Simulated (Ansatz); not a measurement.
## 6 trial structures of MgS

6 cells of MgS were relaxed with r2SCAN in the plane-wave code Ansatz. Computed values for non-magnetic cells; some structures come from databases, others from prototypes and may be hypothetical.

- 4H polytype: space group P6_3mc (No. 186), hexagonal; a = 4.015 Å, c = 13.002 Å in the conventional setting, 22.69 Å³ an atom. Mg has 4 S at 2.45–2.46 Å; Mg has 4 S at 2.45 Å; S has 4 Mg at 2.45–2.46 Å; S has 4 Mg at 2.45 Å.
- CsCl type: it is cubic, Pm-3m (No. 221); a = 3.263 Å in the conventional setting, 17.37 Å³ an atom. Mg is surrounded by 8 S at 2.83 Å; S is surrounded by 8 Mg at 2.83 Å.
- h-MgO type: it is hexagonal, P6_3/mmc (No. 194); a = 4.296 Å, c = 5.285 Å in the conventional setting, 21.11 Å³ an atom. Mg is surrounded by 5 S at 2.48–2.64 Å; S is surrounded by 5 Mg at 2.48–2.64 Å.
- rocksalt: it is cubic, Fm-3m (No. 225); conventional cell a = 5.203 Å, 17.61 Å³ an atom. Mg has 6 S at 2.60 Å; S has 6 Mg at 2.60 Å.
- database P6_3mc (4 atoms): space group P6_3mc (No. 186), hexagonal; a = 4.029 Å, c = 6.454 Å in the conventional setting, 22.68 Å³ an atom. Around Mg lie 4 S at 2.45–2.46 Å; around S lie 4 Mg at 2.45–2.46 Å.
- database F-43m (2 atoms): space group F-43m (No. 216), cubic; conventional cell a = 5.662 Å, 22.69 Å³ an atom. Around Mg lie 4 S at 2.45 Å; around S lie 4 Mg at 2.45 Å.

Energies are counted from the lowest cell, each relaxed with the functional named (k spacing about 0.3 1/Å); gaps are on the r2SCAN cells (d direct, i indirect).
```csv
structure,space group,volume (Å³/atom),"E, r2SCAN (meV/atom)","E, PBE (meV/atom)","gap, PBE (eV)","gap, r2SCAN (eV)","gap, HSE06 (eV)","gap, PBE0 (eV)"
4H polytype,P6_3mc,22.69,27,10,3.47 d (Γ),4.14 d (Γ),4.53 d (Γ),5.21 d (Γ)
CsCl type,Pm-3m,17.37,704,620,none (overlap 0.35),0.09 i (X–M (0.80) → M),0.08 d (M),–
h-MgO type,P6_3/mmc,21.11,48,31,3.00 d (Γ),3.65 d (Γ),4.00 d (Γ),4.68 d (Γ)
rocksalt,Fm-3m,17.61,0,0,2.79 i (Γ → X),3.46 i (Γ → X),3.80 i (Γ → X),4.53 i (Γ → X)
database P6_3mc (4 atoms),P6_3mc,22.68,22,5,3.47 d (Γ),4.15 d (Γ),4.53 d (Γ),5.21 d (Γ)
database F-43m (2 atoms),F-43m,22.69,31,14,3.47 d (Γ),4.14 d (Γ),4.53 d (Γ),5.21 d (Γ)
```

Among these cells the lowest with r2SCAN is rocksalt, 22 meV an atom below the next, database P6_3mc (4 atoms). Other structures, not computed here, could lie lower. PBE agrees on the lowest cell. The start from another database entry ended in the same structure as one of these cells.

Against rocksalt (HSE06 gap 3.80 eV): 4H polytype +0.73 eV at +28.9 % volume; CsCl type -3.72 eV at -1.4 % volume; h-MgO type +0.20 eV at +19.9 % volume; database P6_3mc (4 atoms) +0.73 eV at +28.8 % volume; database F-43m (2 atoms) +0.73 eV at +28.8 % volume.

Where bands overlap the cell is a metal at that level, and these k meshes limit energies, forces and stress. Overlaps of a few tenths of an eV in semilocal functionals can be an artefact that a hybrid or GW lifts.

Where an edge lies off the special points, it is a point of the mesh or the k point where a search put PBE's edge or least direct gap, reused for the other functionals, whose own edges may lie a little apart.

The meshes of the hybrids are coarse, so their gaps aren't converged to the digits shown.
